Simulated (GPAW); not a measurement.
Runs of GPAW 26.7.0 on ZnO (zincite). The structure is hexagonal, space group P6_3mc (No. 186). The conventional cell has a = 3.249 Å, b = 3.249 Å, c = 5.206 Å, α = 90.00°, β = 90.00°, γ = 120.00°. Zn (site symmetry 3m) has 4 O at 1.97 to 1.98 Å as nearest neighbours. Around O (site symmetry 3m) lie 4 Zn at 1.97 to 1.98 Å. 

```csv
task,level,potentials or basis,cell,k mesh,cutoff (eV),smearing,response ecut,maxiter,response k mesh,response bands,kernels,grid spacing,mesh quality,gap on the mesh (eV),pressure (GPa),relaxed volume (Å³/atom),largest force (eV/Å)
dielectric tensor,PBE,"GPAW PAW data sets (gpaw-data 1.2.1), pw",as given,8 × 8 × 4,600,fermi-dirac 0.001 eV,80 eV,150,17 × 17 × 9,58,"["RPA", "LR0.3", "ALDA"]",-,not flagged,0.79,-,-,-
relaxation of cell and atoms,RPBE+D3(BJ),"the program's PAW data sets (release 1.2.1) made for this functional, pw",relaxed,6 × 6 × 3,800,fermi-dirac 0.05 eV,-,150,-,-,-,-,coarse,0.94,0.0,(d),0.02
band structure,PBE,"GPAW PAW data sets (gpaw-data 1.2.1), lcao:dzp",as given,6 × 6 × 3,-,fermi-dirac 0.05 eV,-,150,-,-,-,0.2 Å,coarse,0.78,-,-,-
single point,PBE,"GPAW PAW data sets (gpaw-data 1.2.1), pw",as given,8 × 8 × 4,600,fermi-dirac 0.05 eV,-,120,-,-,-,-,not flagged,0.79,1.3,-,0.07
band structure,GLLB-SC,"the program's PAW data sets (release 1.2.1) made for this functional, pw",as given,6 × 6 × 3,800,fermi-dirac 0.05 eV,-,150,-,-,-,-,coarse,2.34,-,-,-
band structure,PBE,"GPAW PAW data sets (gpaw-data 1.2.1), pw",as given,6 × 6 × 3,800,fermi-dirac 0.05 eV,-,150,-,-,-,-,coarse,0.79,5.1,-,0.07
relaxation of cell and atoms,PBEint,"PAW data sets generated in the run's folder for this functional, pw",relaxed,6 × 6 × 3,800,fermi-dirac 0.05 eV,-,150,-,-,-,-,coarse,0.71,0.4,11.99,0.03
band structure,TASK,"GPAW PAW data sets (gpaw-data 1.2.1), pw",as given,6 × 6 × 3,800,fermi-dirac 0.05 eV,-,150,-,-,-,-,coarse,(a),7.7,-,(c)
relaxation of cell and atoms,RPBE,"the program's PAW data sets (release 1.2.1) made for this functional, pw",relaxed,6 × 6 × 3,800,fermi-dirac 0.05 eV,-,150,-,-,-,-,coarse,0.79,0.0,12.85,0.04
relaxation of cell and atoms,r2SCAN,"GPAW PAW data sets (gpaw-data 1.2.1), pw",relaxed,6 × 6 × 3,800,fermi-dirac 0.05 eV,-,150,-,-,-,-,coarse,1.24,-0.3,(b),0.03
```

Alike in all rows: no spin polarisation.

Q: Estimate the missing entries.

A: (a) 2.06; (b) 11.79; (c) 0.09; (d) 11.52.

Caveats: later steps reuse the first step's grids (some runs); the PAW data sets were made with another functional, which shifts forces and pressure a little (some runs); the long-wavelength limit can be off by several per cent where d states take part (some runs); an odd mesh through Γ misses points on the zone boundary, where band edges often lie (some runs); the real-space grid adds noise to forces (some runs); the forces don't sum to zero, a sign of grid noise (some runs); the basis of atomic orbitals isn't converged, which shifts pressures, moduli and gaps (some runs).
